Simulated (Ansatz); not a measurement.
**MoP: response to strain**

Aim: deform MoP (z strained by +4 % at fixed volume) and compute stress, forces and field gradients with LAPW, PAW and all-electron datasets made for the crystal.

Method: DFT PBE, scalar-relativistic, in Ansatz 0.2.0.

## (1) The starting structure

Symmetry: P-6m2, No. 187, hexagonal system. Conventional cell: a = 3.223 Å, b = 3.223 Å, c = 3.191 Å, α = 90.00°, β = 90.00°, γ = 120.00°. Mo (site symmetry -6m2) is surrounded by 6 P at 2.45 Å. Around P (site symmetry -6m2) lie 6 Mo at 2.45 Å.

Structure file:

```cif
data_structure
_symmetry_space_group_name_H-M 'P-6m2'
_symmetry_Int_Tables_number 187
_cell_length_a 3.2230
_cell_length_b 3.2230
_cell_length_c 3.1910
_cell_angle_alpha 90.000
_cell_angle_beta 90.000
_cell_angle_gamma 120.000
_cell_volume 28.71
loop_
_atom_site_label
_atom_site_type_symbol
_atom_site_symmetry_multiplicity
_atom_site_Wyckoff_symbol
_atom_site_fract_x
_atom_site_fract_y
_atom_site_fract_z
_atom_site_occupancy
Mo1 Mo 1 a 0.00000 0.00000 0.00000 1
P1 P 1 d 0.33333 0.66667 0.50000 1
```

The file gives the conventional cell by its symmetry; the runs use the cell typed in the input.

Atoms are numbered in the order of the input: Mo1, P2.

## (2) After the deformation

Space group P-6m2 before, P-6m2 after.

## (3) All-electron LAPW

File input.yaml:

```yaml
crystal:
  lattice:
    - [3.1604115702, 0.0, 0.0]
    - [-1.5802057852, 2.7369967062, 0.0]
    - [0.0, 0.0, 3.31864]
  atoms:
    - { symbol: Mo, position: [0.0, 0.0, 0.0] }
    - { symbol: P, position: [0.3333333333, 0.6666666667, 0.5] }
kpoints:
  mp_grid: { grid: [12, 12, 10] }
scf:
  occupations: { method: fermi_dirac, width: 0.03 }
hamiltonian:
  xc: pbe
  pseudopotentials: { kind: all_electron, lapw: { basis_error: 0.00025 } }
output:
  forces: true
  stress: true
  eigenvalues: true
```

Log, shortened:

```text
LAPW: plane waves up to 8.774 Å⁻¹, error target 2.5e-4 eV per atom; small_component_spin mean_spin; P in spheres of 1.112 Å, 13 of its electrons in bands, Dirac shells []; Mo in spheres of 1.355 Å, 30 of its electrons in bands, Dirac shells []
[...]
Pseudopotentials: kind: all_electron
Pseudopotential: Mo, LAPW, valence charge 30, Koelling and Harmon's equation, gaussian nucleus
Pseudopotential: P, LAPW, valence charge 13, Koelling and Harmon's equation, gaussian nucleus
Functional definition: PBE
[...]
Crystal: 2 atoms, lattice volume = 28.706 Å³
Basis set: ecut = 293.32702720193237 eV, 327 PW (Γ), exchange–correlation at level 2
Bands: 26, of which v1, the nominal top of the filled ones, is band 22 counted from 1 (21 counted from 0)
Symmetry: 12 space group operations
Space group: P-6m2 (ITA 187), of the structure as read, at distance tolerance 3.1e-5 Å
k-points: 114 of 1440 (time reversal used)
[...]
SCF iter   1: F=—  HF=-119489.077440 eV  |F-HF|=—  |Δ(HF+E_count)|=         —  Δρ=6.61e-2  dr2=1.64e0  ethr=3.81e-3  ⟨swp⟩=2.0  Hψ=18878  notcnv=0
[...]
the basis was enlarged: its passes take 1.5 MiB over the memory plan, 1 of 1 planned eigensolver slots
[...]
SCF iter   7: F=-119488.124362 eV  HF=-119488.124362 eV  |F-HF|=6.97e-9  |Δ(HF+E_count)|=   2.52e-7  Δρ=8.47e-6  dr2=1.94e-8  ethr=1.61e-9  ⟨swp⟩=2.3  Hψ=8673  notcnv=0
[...]
SCF converged after 7 iterations
Free energy (F): -119488.124362 eV
[...]
E sigma→0 (E₀):  -119488.123289 eV
Entropy (-TS):   -0.002147 eV (-1.073 meV/atom)
Fermi energy:    19.327339 eV
[...]
--- Forces (eV/Å), atoms counted from 1 ---
  atom   1  Mo     0.00000000     0.00000000     0.00000000
  atom   2  P     -0.00000000    -0.00000000    -0.00000000
[...]
--- Stress (GPa, compression-positive) ---
        6.006704      -0.000000       0.000000
       -0.000000       6.006704      -0.000000
        0.000000      -0.000000      -9.868006
  P = ⅓ Tr σ = 0.7151 GPa (7.151 kbar)
--- Band table (eV; the first three rows and the last of 114) ---
[...]
```

Wall time 22 s (1 thread, shared host).

Result: pressure 0.72 GPa; no gap.

## (4) PAW with frozen cores

input.yaml, as its differences from that of step 3:

```diff
@@ -14,3 +14,3 @@
   xc: pbe
-  pseudopotentials: { kind: all_electron, lapw: { basis_error: 0.00025 } }
+  pseudopotentials: { kind: paw }
 output:
@@ -19 +19,2 @@
   eigenvalues: true
+  efg: { contact_densities: true }
```

Log, shortened:

```text
Mo: output.efg is read without spin–orbit coupling, which moves field gradients at and beside such atoms by some per cent and up to a factor of two; PAW files take it under magnetization.noncollinear and magnetization.spin_orbit
[...]
Pseudopotentials: kind: paw
Pseudopotential: Mo, paw, valence charge 14, recommended cutoff 420 eV (normal)
Pseudopotential: P, paw, valence charge 5, recommended cutoff 420 eV (normal)
[... 1 set-up line as earlier in the session ...]
[...]
Crystal: 2 atoms, lattice volume = 28.706 Å³
Basis set: ecut = 420 eV, 551 PW (Γ), exchange–correlation on 48×48×48 points (8 copies of the dense FFT grid, shifted against one another)
Bands: 14, of which v1, the nominal top of the filled ones, is band 10 counted from 1 (9 counted from 0)
[... 2 set-up lines as earlier in the session ...]
[...]
--- Forces (eV/Å), atoms counted from 1 ---
  atom   1  Mo     0.00000000    -0.00000000     0.00000000
  atom   2  P      0.00000000    -0.00000000    -0.00000000
[...]
--- Stress (GPa, compression-positive) ---
        5.986610      -0.000000       0.000000
       -0.000000       5.986610      -0.000000
        0.000000      -0.000000      -9.903100
  P = ⅓ Tr σ = 0.6900 GPa (6.900 kbar)
--- PAW observables at the nuclei: V_zz in 10²¹ V/m², potentials from the cell's mean, atoms counted from 1 ---
  atom   1  Mo V_zz =    +3.728833   η = 0.0000   by run symmetry: allowed
            electrostatic potential = -6358.496139 V   contact ρ = 595246.159873 e/Å³
  atom   2  P  V_zz =    -1.205100   η = 0.0000   by run symmetry: allowed
            electrostatic potential = -1503.879441 V   contact ρ = 16018.271394 e/Å³
--- Band table (eV; the first three rows and the last of 114) ---
  k-point 0: bands = ["-43.9268", "-18.1370", "-17.8155", "-17.8155", "3.3156", "13.0697", "14.3603", "14.3603", "15.9133", "17.5345", "17.5345", "21.4070", "21.4070", "23.3048"]
[...]
```

It took 3.2 s on 1 thread, shared host.

Read from it: pressure 0.69 GPa; no gap; Vzz Mo1 3.73 (η = 0.00), P2 -1.21 (η = 0.00) (10²¹ V/m²).

## (5) All-electron PAW on datasets made for the crystal

input.yaml, as its differences from that of step 4:

```diff
@@ -14,3 +14,3 @@
   xc: pbe
-  pseudopotentials: { kind: paw }
+  pseudopotentials: { kind: all_electron, datasets: crystal }
 output:
```

Log, shortened:

```text
[...]
band count auto-derived: 11 (N_el = 11.0; filled up to band 6; 10 by the electrons, moments and atoms)
Mo: output.efg is read without spin–orbit coupling, which moves field gradients at and beside such atoms by some per cent and up to a factor of two; PAW files take it under magnetization.noncollinear and magnetization.spin_orbit
[...]
[... 1 set-up line as earlier in the session ...]
Pseudopotential: Mo, paw, valence charge 14, recommended cutoff 300 eV (normal), Koelling and Harmon's equation, gaussian nucleus
Pseudopotential: P, paw, valence charge 5, recommended cutoff 300 eV (normal), Koelling and Harmon's equation, gaussian nucleus
[... 1 set-up line as earlier in the session ...]
[...]
Crystal: 2 atoms, lattice volume = 28.706 Å³
Basis set: ecut = 300 eV, 351 PW (Γ), exchange–correlation on 36×36×40 points (8 copies of the dense FFT grid, shifted against one another)
[...]
--- Forces (eV/Å), atoms counted from 1 ---
  atom   1  Mo     0.00000000    -0.00000000     0.00000000
  atom   2  P      0.00000000    -0.00000000    -0.00000000
[...]
--- Stress (GPa, compression-positive) ---
        6.009828      -0.000000       0.000000
       -0.000000       6.009828      -0.000000
        0.000000      -0.000000      -9.861169
  P = ⅓ Tr σ = 0.7195 GPa (7.195 kbar)
  It holds what live shells' own plane waves past their cutoff add
--- PAW observables at the nuclei: V_zz in 10²¹ V/m², potentials from the cell's mean, atoms counted from 1 ---
  atom   1  Mo V_zz =    +3.656815   η = 0.0000   by run symmetry: allowed
            electrostatic potential = -6358.582297 V   contact ρ = 595300.285316 e/Å³
  atom   2  P  V_zz =    -1.230539   η = 0.0000   by run symmetry: allowed
            electrostatic potential = -1503.751802 V   contact ρ = 16031.226144 e/Å³
--- Band table (eV; the first three rows and the last of 114) ---
  k-point 0: bands = ["5.2733", "15.0283", "16.3185", "16.3185", "17.8693", "19.4941", "19.4941", "23.3651", "23.3651"]
[...]
```

It took 10 s on 1 thread, shared host.

Result: pressure 0.72 GPa; no gap; Vzz Mo1 3.66 (η = 0.00), P2 -1.23 (η = 0.00) (10²¹ V/m²).

## (6) Side by side

Stress (GPa, compression positive):

```csv
method,xx,yy,zz,yz,xz,xy
LAPW,6.01,6.01,-9.87,0.00,0.00,0.00
PAW,5.99,5.99,-9.90,0.00,0.00,0.00
crystal datasets,6.01,6.01,-9.86,0.00,0.00,0.00
```

| method | pressure (GPa) | Vzz Mo1 (10²¹ V/m²) | Vzz P2 (10²¹ V/m²) | SCF cycles, all passes | time |
| --- | --- | --- | --- | --- | --- |
| LAPW | 0.72 | – | – | 7 | 22 s |
| PAW | 0.69 | 3.73 | -1.21 | 6 | 3.2 s |
| crystal datasets | 0.72 | 3.66 | -1.23 | 9 | 10 s |

## (7) What came out

| quantity | value |
| --- | --- |
| pressure | LAPW 0.72, PAW 0.69, crystal datasets 0.72 GPa |
| largest shear or deviatoric stress (LAPW) | 10.58 GPa |

What this shows: The largest part of the stress beyond the pressure is 10.58 GPa in size, in the zz component; the atoms are carried along and not relaxed. No run of the undeformed cell stands beside it, so the pressure holds what the given cell had before the change. PAW: stress within 0.04 GPa of LAPW. Crystal datasets: stress within 0.01 GPa of LAPW.
